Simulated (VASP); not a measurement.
Set up this calculation in VASP 6.6.1, as the native input.

- Task: single point
- Functional: PBE
- Dispersion: D3(BJ)
- Potentials or basis: VASP PAW PBE potentials, release 64 (Hg)
- Cutoff: 520 eV
- k mesh: 10 × 10 × 16
- Occupations: fermi-dirac, width 0.15 eV
- Spin: no spin polarisation
- Dipole correction: no
- Further INCAR settings: ALGO = Fast; EDIFF = 1e-06; NBANDS = 25

The structure of Hg lies in POSCAR:

```
Hg
1.0
    5.3327554478      0.0000000000      0.0000000000
   -2.6663777239      4.6183016899      0.0000000000
    0.0000000000      0.0000000000      3.1292089356
Hg
3
Direct
    0.3333333333      0.6666666667      0.5000000000
    0.0000000000      0.0000000000      0.0000000000
    0.6666666667      0.3333333333      0.5000000000
```

The cell isn't the ideal one: cell and atoms relaxed tightly for response.

One way to write it, as run:

INCAR

```
PREC = Accurate
ENCUT = 520
EDIFF = 1E-6
ISMEAR = -1
SIGMA = 0.15
LREAL = F
LASPH = T
NELM = 100
ALGO = Fast
ISIF = 2
LWAVE = F
LCHARG = T
GGA = PE
IVDW = 12
LELF = T
LVHAR = T
NBANDS = 25
```

KPOINTS

```
regular mesh
0
Gamma
  10 10 16
```

Potentials or basis: VASP PAW PBE potentials, release 64 (Hg).

Command:

```sh
$ cat potpaw_PBE.64/Hg/POTCAR > POTCAR
$ mpirun -np 1 vasp_std > vasp.out
```

It gave:

```yaml
Pressure: 0.2 GPa
Band_gap_on_the_k_mesh: none (metal or under the smearing width)
Dispersion_energy_per_atom: -0.408 eV
```

Caveat: pairwise dispersion overbinds metals, which lowers pressure and volume.

Wall time 2.4 min on 1 thread of Intel(R) Xeon(R) Platinum 8488C (Sapphire Rapids), on a shared host, peak memory 0.32 GiB.
